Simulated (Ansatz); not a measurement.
# LAPW volumes and bulk moduli in simple lattices

All-electron LAPW (Ansatz 0.2.0), scalar-relativistic, no spin, Fermi–Dirac smearing 0.136 eV, k-meshes of 8 to 18 points an axis; Birch–Murnaghan fits to pressures. Some or most of these lattices are hypothetical for the element, and V0 is the minimum nearest the starting volume; lattices without a usable fit are left out; mesh and smearing are coarse, and magnetic elements are treated as non-magnetic.

| element | lattice | functional | V0 (Å³/atom) | B0 (GPa) | B′ | k-points per axis |
| --- | --- | --- | --- | --- | --- | --- |
| Eu | bcc | LDA | 18.82 | 19.2 | 8.7 | 14 |
| Eu | bcc | PBE | 31.13 | 16.3 | 2.0 | 12 |
| Eu | fcc | LDA | 20.94 | 27 | 4.5 | 13 |
| Eu | fcc | PBE | 29.94 | 14.6 | 2.4 | 12 |
| Eu | fcc | PBEsol | 23.96 | 18.4 | 3.5 | 12 |
| Eu | sc | PBE | 19.44 | 27 | 11.4 | 12 |

(1) Give V0 and B0 for sc Eu in LDA.

(2) Give V0 and B0 for diamond Eu in PBE.

Answers

(1) 15.87 Å³/atom and 120.7 GPa.

(2) 21.09 Å³/atom and 97.6 GPa.
